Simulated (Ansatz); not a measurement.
## MnAs

The computed numbers are results of PBE, scalar-relativistic (collinear spin) in the plane-wave PAW code Ansatz at 420 eV, 10×10×6 k-mesh, Gaussian smearing of 0.05 eV. The datasets are Ansatz's generated set soft_2.

```
CELL_PARAMETERS angstrom
3.64843 0.00000 0.00000
-1.82421 3.15963 0.00000
0.00000 0.00000 5.49617
ATOMIC_POSITIONS crystal
Mn 0.00000 0.00000 0.00000
Mn 0.00000 0.00000 0.50000
As 0.33333 0.66667 0.25000
As 0.66667 0.33333 0.75000
```

The chain of runs began from a cell as deposited in COD, expanded in volume. Of that entry: the entry's cell lengths or inner coordinates differ somewhat from later room-temperature determinations.

Magnetic state: ferromagnetic, site spin moments Mn 2.81; As -0.11 μB.

The cell is relaxed to zero pressure at this level.

The cell has space group P6_3/mmc (read at 0.01 Å). In it the stress is 0.01, 0.01, 0.00, 0.00, 0.00, 0.00 GPa and the largest force component 0.000 eV/Å. Each change below starts from this cell, without further relaxation. Stress is in GPa, positive in compression, in the order xx, yy, zz, yz, xz, xy; energies are counted from the cell above and are free energies with the smearing's entropy, which match forces and stress in a metal.

Problem. What happens when atom 1 (Mn) is moved by 0.05 Å along y?

Solution. The energy changes by 8.8 meV per cell, and the force on it along the shift is -0.352 eV/Å (−F/u = 7.04 eV/Å²). Stress: 0.04, 0.09, 0.05, 0.07, 0.00, 0.00.
| atom | Fx (eV/Å) | Fy | Fz |
| --- | --- | --- | --- |
| Mn1 | 0.000 | -0.352 | -0.001 |
| Mn2 | 0.000 | -0.004 | 0.000 |
| As3 | 0.000 | 0.189 | 0.011 |
| As4 | 0.000 | 0.167 | -0.010 |
In a harmonic crystal the energy would rise by −½F·u = ½ × 7.04 × 0.05² eV = 8.8 meV, which matches.

Problem. What happens when atom 4 (As) is moved by 0.05 Å along z?

Solution. The energy changes by 7.6 meV per cell, and the force on it along the shift is -0.307 eV/Å (−F/u = 6.15 eV/Å²). Stress: 0.19, 0.19, 0.08, 0.00, 0.00, 0.00. Spin moments: Mn 2.75, 2.87; As -0.11 μB.
```tsv
atom	Fx (eV/Å)	Fy	Fz
Mn1	0.000	0.000	0.135
Mn2	0.000	0.000	0.125
As3	0.000	0.000	0.048
As4	0.000	0.000	-0.307
```
In a harmonic crystal the energy would rise by −½F·u = ½ × 6.15 × 0.05² eV = 7.7 meV, which matches.

Problem. What stress follows from an engineering strain of 3 % in xz, atoms carried along?

Solution. 0.29, 0.09, 0.12, 0.00, -2.54, 0.00 GPa; the energy changes by 15.0 meV per cell.
```tsv
atom	Fx (eV/Å)	Fy	Fz
Mn1	0.000	0.000	0.000
Mn2	0.000	0.000	0.000
As3	0.000	-0.014	0.000
As4	0.000	0.014	0.000
```
The change of the stress over the strain gives a clamped-atom stiffness of about 85 GPa for this component.
In a harmonic crystal the energy would rise by V(½Cε² − σ₀ε), with σ₀ the stress of the unstrained cell, = 15.1 meV, which matches.

Problem. What stress follows from an engineering strain of -1 % in xx, atoms carried along?

Solution. 1.56, 0.27, 0.57, 0.00, 0.00, 0.00 GPa; the energy changes by 3.0 meV per cell. Spin moments: Mn 2.77; As -0.11 μB.
| atom | Fx (eV/Å) | Fy | Fz |
| --- | --- | --- | --- |
| Mn1 | 0.000 | 0.000 | 0.000 |
| Mn2 | 0.000 | 0.000 | 0.000 |
| As3 | 0.000 | -0.063 | 0.000 |
| As4 | 0.000 | 0.063 | 0.000 |
The change of the stress over the strain gives a clamped-atom stiffness of about 155 GPa for this component, a secant value that lies under the elastic constant in tension and over it in compression, by several per cent for each per cent of strain.
In a harmonic crystal the energy would rise by V(½Cε² − σ₀ε), with σ₀ the stress of the unstrained cell, = 3.1 meV, which matches.

Problem. All atoms and the cell are disturbed at random:
```xyz
4
Lattice="3.6190 0.0350 0.0331 -1.7792 3.1299 0.0238 0.0498 0.0702 5.4518" Properties=species:S:1:pos:R:3 pbc="T T T"
Mn    0.1070   -0.0104   -0.1313
Mn    0.0382    0.0114    2.5717
As   -0.0262    2.1052    1.6295
As    1.7954    1.1640    4.1647
```
Give the energy change, the stress and the forces.

Solution. 710.1 meV per cell; stress 7.03, 8.27, 1.97, -1.84, -5.52, -1.00 GPa. Spin moments: Mn 2.67, 2.10; As -0.08 μB.
| atom | Fx (eV/Å) | Fy | Fz |
| --- | --- | --- | --- |
| Mn1 | -1.269 | -0.061 | 1.293 |
| Mn2 | -1.107 | 0.179 | 1.825 |
| As3 | 1.281 | 0.004 | -2.256 |
| As4 | 1.094 | -0.122 | -0.861 |

Problem. All atoms and the cell are disturbed at random:
```
CELL_PARAMETERS angstrom
3.67130 0.01976 -0.01633
-1.81854 3.19299 -0.00670
-0.02460 -0.02586 5.57222
ATOMIC_POSITIONS crystal
Mn 0.04896 0.02314 0.00876
Mn 0.99530 0.04696 0.49518
As 0.32614 0.67367 0.24308
As 0.62960 0.25623 0.75298
```
Give the energy change, the stress and the forces.

Solution. 499.7 meV per cell; stress 3.77, -1.02, 1.59, -0.66, -1.01, -1.51 GPa. Spin moments: Mn 2.76, 2.88; As -0.10 μB.
```tsv
atom	Fx (eV/Å)	Fy	Fz
Mn1	-1.202	-0.689	-0.285
Mn2	0.691	-1.058	-0.277
As3	0.577	0.221	0.438
As4	-0.066	1.526	0.124
```

The run wasn't fully tested for a lower electronic state. Site moments are of spin, integrated over atomic spheres.

The Mn moment of 2.81 μB, with a small opposite moment on As, fits exchange-split Mn 3d states hybridised with As 4p. The moment follows the Mn–As distance: moving As along the axis lowers it to 2.75 μB on the Mn it approaches and raises it to 2.87 μB on the one it leaves. Shorter contacts strengthen p–d mixing and broaden the d bands, which weakens the spin polarisation. The drop under in-plane compression agrees with this, as probably does the much larger loss on one Mn in the first random structure.

Both the relaxed cell, especially along the hexagonal axis, and the moment are smaller than measured for ferromagnetic MnAs. The two errors reinforce each other through magnetovolume coupling, and probably stem from PBE understating the exchange splitting of the fairly localised 3d states. The restoring forces show stiffness against the sampled displacements only; the zone-boundary distortion leading to the orthorhombic MnP-type structure doesn't fit in this cell and remains untested.
